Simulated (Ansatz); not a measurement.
Energy, volume and coordination in TaAs

These are results of Ansatz 0.2.0, DFT PBE, scalar-relativistic, plane waves, PAW, not measurements. Settings: cutoff 420 eV, Γ-centred meshes spaced at most about 0.3 Å⁻¹, and about 0.25 Å⁻¹ or finer for metals (2π included), Gaussian smearing. No spin polarisation.

All energies are static (0 K, no zero-point motion). Rows are sorted by volume; energies count from the lowest form computed. Coordination counts As atoms around Ta (those within 1.25 times the shortest such distance or 1.15 times the sum of covalent radii, 1.27 where that leaves under three). The table shows 6 of 8 forms computed.

| row | form | source | atoms | coordination | V (Å³/atom) | gap on mesh (eV) | ΔE (meV/atom) |
| --- | --- | --- | --- | --- | --- | --- | --- |
| 1 | caesium chloride type, Pm-3m | invented | 2 | Ta 8 | 16.6 | 0 | 279 |
| 2 | tungsten carbide type, P-6m2 | invented | 2 | Ta 6 | 17.6 | 0 | 1 |
| 3 | I4_1md | Materials Project | 4 | Ta 6 | 17.6 | 0 | 0 |
| 4 | rock salt type, Fm-3m | invented | 2 | Ta 6 | 18.3 | 0 | 574 |
| 5 | P6_3mc | invented | 4 | Ta 4 | 20.4 | 0 | ? |
| 6 | anti-litharge type, P4/nmm | invented | 4 | Ta 4 | 26.4 | 0 | 647 |

The cell of row 5:

```yaml
crystal:
  lattice:
    - [3.32997, 0.00000, 0.00000]
    - [-1.66498, 2.88384, 0.00000]
    - [0.00000, 0.00000, 8.50597]
  atoms:
    - { symbol: Ta, position: [0.33333, 0.66667, 0.04176] }
    - { symbol: Ta, position: [0.66667, 0.33333, 0.54176] }
    - { symbol: As, position: [0.33333, 0.66667, 0.34034] }
    - { symbol: As, position: [0.66667, 0.33333, 0.84034] }
```

Question: Estimate the missing energy, and say where the row ranks.

Answer: 0.78 eV/atom, which puts it above row 6, the highest in the table. Counting As atoms around Ta, row 5 has Ta 4 and the lowest form (row 3) has Ta 6.

Materials Project cells can be hypothetical, and an observed structure of this formula, if there is one, may be missing.

Weakly bound directions are ill-defined at this level, which has no dispersion term (P4/nmm), and this can change margins and order among such cells. Spin–orbit coupling, which can matter for Ta, is left out. Cells relaxed within their symmetry can be saddle points. Some types were kept out of the candidates beforehand, so the set may lack a known form.

The I4_1md form, the structure TaAs is known to adopt, comes out lowest, but the tungsten carbide type lies only 1 meV/atom above it, too close to settle their order. Both surround Ta with a trigonal prism of As and differ mainly in how the prisms are stacked, so similar energies are expected.

Coordination number alone does not explain the ranking: rock salt also has six As around Ta, yet lies at 574 meV/atom. Its octahedral field leaves the roughly two d electrons of formal Ta(III) in a partly filled t2g manifold, whereas prIsmatic coordination probably separates filled from empty d states better and strengthens Ta–As covalency. The eight-coordinate caesium chloride type undercuts rock salt, which suggests that closer Ta–Ta contacts also contribute. The two four-coordinate forms are highest, consistent with too few Ta–As bonds for an electron-poor transition metal, though energy does not follow volume between them.

The zero gaps alone do not establish the Weyl semimetal character known for I4_1md TaAs.
